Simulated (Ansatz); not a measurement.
Level of theory: DFT PBE, scalar-relativistic, plane waves, PAW in Ansatz. All cells share a 420 eV cutoff and Γ-centred k meshes spaced at most about 0.3 Å⁻¹ (2π included). No spin polarisation.

Temperature and zero-point effects are left out.

Two relaxed structures of SiGe5:

A. Space group Imm2 (No. 44), orthorhombic, a = 4.033 Å, b = 12.097 Å, c = 5.705 Å. Si has 4 Ge at 2.43–2.44 Å; Ge on a site of symmetry m is surrounded by 4 Ge at 2.48–2.49 Å; Ge on a second site of symmetry m has 1 Si at 2.43 Å and 3 Ge at 2.48–2.49 Å; Ge on a site of symmetry mm2 has 2 Si at 2.44 Å and 2 Ge at 2.49 Å.

B. Space group I-4m2 (No. 119), tetragonal, a = 4.033 Å, c = 17.116 Å. Si is surrounded by 4 Ge at 2.44 Å; Ge on a site of symmetry 2mm has 2 Si at 2.44 Å and 2 Ge at 2.49 Å; around Ge on a second site of symmetry 2mm lie 4 Ge at 2.48–2.49 Å; around Ge on a site of symmetry -4m2 lie 4 Ge at 2.48 Å.

Task: Which arrangement of the elements on these sites is preferred, and by what margin?

Result: They are level within the accuracy (1 meV/atom apart, with A the lower in these runs). The two share one framework of sites and differ in which element sits where. A has Si and Ge ordered on diamond sites, space group Imm2 (No. 44), 23.2 Å³/atom and a gap of 0.13 eV on its mesh; B has Si and Ge ordered on diamond sites, space group I-4m2 (No. 119), 23.2 Å³/atom and a gap of 0.13 eV. Counting Ge atoms around Si (those within 1.25 times the shortest such distance or 1.15 times the sum of covalent radii, 1.27 where that leaves under three), A and B both have Si 4. Both come from invented guesses.

Kohn–Sham gaps at this level usually fall short of measured ones. Cells relaxed within their symmetry can be saddle points.
